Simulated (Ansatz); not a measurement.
# BaF2 (Frankdicksonite): relaxation and properties

An exercise on one series of results from a longer session: the logs are not shown, and one member is left open.

Program: Ansatz 0.2.0. Level of theory: DFT r2SCAN, scalar-relativistic, plane waves, PAW. These are calculated values, not measurements.

## The structure to begin with

The structure is cubic, space group Fm-3m (No. 225). The conventional cell has a = 6.200 Å, b = 6.200 Å, c = 6.200 Å, α = 90.00°, β = 90.00°, γ = 90.00°. Around Ba (site symmetry m-3m) lie 8 F at 2.68 Å. F (site symmetry -43m) has 4 Ba at 2.68 Å as nearest neighbours.

As a file:

```cif
data_structure
_symmetry_space_group_name_H-M 'P 1'
_symmetry_Int_Tables_number 1
_cell_length_a 4.3841
_cell_length_b 4.3841
_cell_length_c 4.3841
_cell_angle_alpha 60.000
_cell_angle_beta 60.000
_cell_angle_gamma 60.000
_cell_volume 59.58
loop_
_atom_site_label
_atom_site_type_symbol
_atom_site_fract_x
_atom_site_fract_y
_atom_site_fract_z
_atom_site_occupancy
Ba1 Ba 0.00000 0.00000 0.00000 1
F1 F 0.25000 0.25000 0.25000 1
F2 F 0.75000 0.75000 0.75000 1
```

Source of the structure: the Crystallography Open Database.

The first run:

(A quick probe on a coarse mesh, which set the mesh and smearing, is not shown.)

Input file input.yaml:

```yaml
crystal:
  lattice:
    - [0.0, 3.10005, 3.10005]
    - [3.10005, 0.0, 3.10005]
    - [3.10005, 3.10005, 0.0]
  atoms:
    - { symbol: Ba, position: [0.0, 0.0, 0.0] }
    - { symbol: F, position: [0.25, 0.25, 0.25] }
    - { symbol: F, position: [0.75, 0.75, 0.75] }
basis:
  ecutwfc: 500
kpoints:
  mp_grid: { grid: [6, 6, 6] }
hamiltonian:
  xc: r2scan
scf:
  occupations: { method: gaussian, width: 0.02 }
output:
  forces: true
  stress: true
  eigenvalues: true
relax:
  adjacent_minimum: "off"
  f_tol: 0.005
  max_steps: 80
  cell: { stress_tol: 0.05 }
```

Run with:

```
> ansatz run input.yaml --threads 2 --pin off --max-ram 5120MiB --backend cpu --events-out ev --progress --plain --runs-dir out
```

Steps of the session up to this table: The relaxation; Point at V/V0 = 0.97; Point at V/V0 = 1.03; Point at V/V0 = 0.94; Point at V/V0 = 1.06; Point at V/V0 = 0.91; Point at V/V0 = 1.10; The cell scaled to 0.88 of its volume.

One table of the session follows, with a row left open; its other results are not shown here.

It belongs to the step «Equation of state». 

| volume (Å³/atom) | energy above the lowest point (meV/atom) | pressure (GPa) | gap on the mesh (eV) |
| --- | --- | --- | --- |
| 17.433 | 69.4 | 10.56 | 7.97 |
| 18.027 | 36.6 | 7.20 | 7.85 |
| 18.621 | 15.3 | 4.38 | 7.71 |
| 19.216 | 3.6 | 2.00 | 7.57 |
| 19.810 | 0.0 | 0.00 | 7.44 |
| 20.404 | ? | ? | ? |
| 20.999 | 12.1 | -3.10 | 7.18 |
| 21.791 | 31.4 | -4.65 | 7.01 |

**Question.** Estimate the row for volume (Å³/atom) = 20.404.

Worked estimate for «energy above the lowest point (meV/atom)». A straight line through the neighbours (19.810, 0.0) and (20.999, 12.1) gives 0.0 + (12.1 − 0.0) × (20.404 − 19.810) / (20.999 − 19.810) = 6.0; a parabola fitted to 4 rows on both sides gives 3.3.

The run gave: energy above the lowest point (meV/atom): 3.2; pressure (GPa): -1.68; gap on the mesh (eV): 7.30. In «energy above the lowest point (meV/atom)» the line misses by +2.8 and the parabola by +0.1.
